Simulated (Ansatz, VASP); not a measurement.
**BN in VASP and in Ansatz**

Contents of INCAR:

```
SYSTEM = BN
PREC     = Accurate       ! precision mode
ENCUT    = 520            ! plane-wave cutoff, eV
EDIFF    = 1E-7           ! SCF threshold, eV
ISMEAR   = 0              ! smearing method
SIGMA    = 0.1            ! smearing width, eV
LREAL    = .FALSE.        ! projectors in reciprocal space
LASPH    = .TRUE.         ! aspherical terms in the spheres
NELM     = 100            ! most SCF steps
ALGO     = Normal         ! electronic algorithm
ISIF     = 2              ! what is computed and relaxed
LWAVE    = .FALSE.        ! write WAVECAR
LCHARG   = .FALSE.        ! write CHGCAR
GGA      = RP             ! functional
NBANDS   = 11             ! bands
```

Contents of KPOINTS:

```
regular mesh
0
G
  12 12 12
  0 0 0
```

File POSCAR:

```
BN
1.0
    1.2511217832      0.7223354983      3.3729344033
   -1.2511217832      0.7223354983      3.3729344033
    0.0000000000     -1.4446709966      3.3729344033
N B
1 1
Direct
    0.6672382000      0.6672382000      0.6672382000
    0.0003288000      0.0003288000      0.0003288000
```

Contents of input.yaml:

```yaml
crystal:
  lattice:
    - [1.2511217832, 0.7223354983, 3.3729344033]
    - [-1.2511217832, 0.7223354983, 3.3729344033]
    - [0.0, -1.4446709966, 3.3729344033]
  atoms:
    - { symbol: "N", position: [0.6672382, 0.6672382, 0.6672382] }
    - { symbol: B, position: [0.0003288, 0.0003288, 0.0003288] }
kpoints:
  mp_grid: { grid: [12, 12, 12] }
scf:
  occupations: { method: gaussian, width: 0.1 }
hamiltonian:
  xc: rpbe
  pseudopotentials: { kind: all_electron, lapw: { basis_error: 0.001 } }
output:
  forces: true
  stress: true
  eigenvalues: true
```

The cell is a database's computed one.

Alike in both runs: task single point; functional RPBE; k mesh 12 × 12 × 12; occupations gaussian, width 0.1 eV; no spin polarisation.

|  | VASP | Ansatz |
| --- | --- | --- |
| version | VASP 6.6.1 | Ansatz 0.2.0 |
| potentials or method | VASP PAW PBE potentials, release 64 (N, B) | all-electron LAPW, scalar-relativistic |
| plane-wave cutoff (eV) | 520 | see its input |

```tsv
	VASP	Ansatz	Ansatz less VASP
gap on the k mesh at the Fermi level (eV)	4.39	4.39	+0.004
least direct gap on the mesh (eV)	4.77	4.77	+0.005
pressure (GPa)	7.5	7.3	-0.14
largest component of the traceless stress (GPa)	3.22	2.90	-0.319
```

Ansatz ran all-electron here, so the differences hold the error of VASP's frozen core and of both bases.

Caveats: the PAW data sets were made with another functional, which shifts forces and pressure a little (VASP). Expect the measured gap to be larger: semilocal functionals such as RPBE lack the derivative discontinuity. A k mesh can miss the band edges.
